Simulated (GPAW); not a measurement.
# MgO: band structure with BLYP

**Experimental background.**

“Electronic structure of alkaline earth and post-transition metal oxides”, 2009, arxiv:0908.1581 quotes, for a bulk crystal of MgO: band gap 7.83 eV.

MgO:

```
CELL_PARAMETERS angstrom
0.00000 2.09700 2.09700
2.09700 0.00000 2.09700
2.09700 2.09700 0.00000
ATOMIC_POSITIONS crystal
Mg 0.00000 0.00000 0.00000
O 0.50000 0.50000 0.50000
```

The cell is a database's computed one.

```json
{
  "Program": "GPAW 26.7.0",
  "Task": "band structure",
  "Functional": "BLYP",
  "Potentials or basis": "PAW data sets generated in the run's folder for this functional",
  "Cutoff": "800 eV",
  "Basis": "pw",
  "k mesh": "11 × 11 × 11",
  "Occupations": "fermi-dirac, width 0.05 eV",
  "Spin": "no spin polarisation",
  "Eigensolver": "davidson",
  "Maxiter": "150",
  "Band path": "GXWKGLUWLK,UX",
  "Band points": "100"
}
```

```
Pressure                : 8.6 GPa
Band gap on the k mesh  : 5.17 eV, direct
Band gap along the path : 5.17 eV, direct
```

Levels at the corners of the path, in eV from the valence-band top:
| point | band 4 | band 5 | band 6 | band 7 | band 8 | band 9 | band 10 |
| --- | --- | --- | --- | --- | --- | --- | --- |
| Γ | -39.43 | -17.18 | 0.00 | 0.00 | 0.00 | 5.17 | 16.10 |
| X | -39.46 | -15.64 | -4.00 | -1.34 | -1.34 | 9.56 | 10.24 |
| W | -39.46 | -15.57 | -2.90 | -2.90 | -1.76 | 12.08 | 12.08 |
| K | -39.45 | -15.61 | -3.42 | -2.67 | -1.14 | 10.51 | 12.06 |
| Γ | -39.43 | -17.18 | 0.00 | 0.00 | 0.00 | 5.17 | 16.10 |
| L | -39.44 | -15.86 | -4.57 | -0.66 | -0.66 | 8.35 | 13.00 |
| U | -39.45 | -15.61 | -3.42 | -2.67 | -1.14 | 10.51 | 12.06 |
| W | -39.46 | -15.57 | -2.90 | -2.90 | -1.76 | 12.08 | 12.08 |
| L | -39.44 | -15.86 | -4.57 | -0.66 | -0.66 | 8.35 | 13.00 |
| K | -39.45 | -15.61 | -3.42 | -2.67 | -1.14 | 10.51 | 12.06 |
| U | -39.45 | -15.61 | -3.42 | -2.67 | -1.14 | 10.51 | 12.06 |
| X | -39.46 | -15.64 | -4.00 | -1.34 | -1.34 | 9.56 | 10.24 |

Wall time 14 s on 1 thread of Intel(R) Xeon(R) 6975P-C (Granite Rapids), with other jobs on the host, peak memory 0.23 GiB.

A measured gap of MgO is 7.83 eV (quoted in “Electronic structure of alkaline earth and post-transition metal oxides”, 2009, arxiv:0908.1581); the calculated 5.17 eV misses it by -2.66 eV. The value is that of BLYP, without temperature or zero-point motion. Semilocal functionals fall short of measured gaps as a rule. The cell is a database's relaxed one, not the measured one, which moves gaps too.
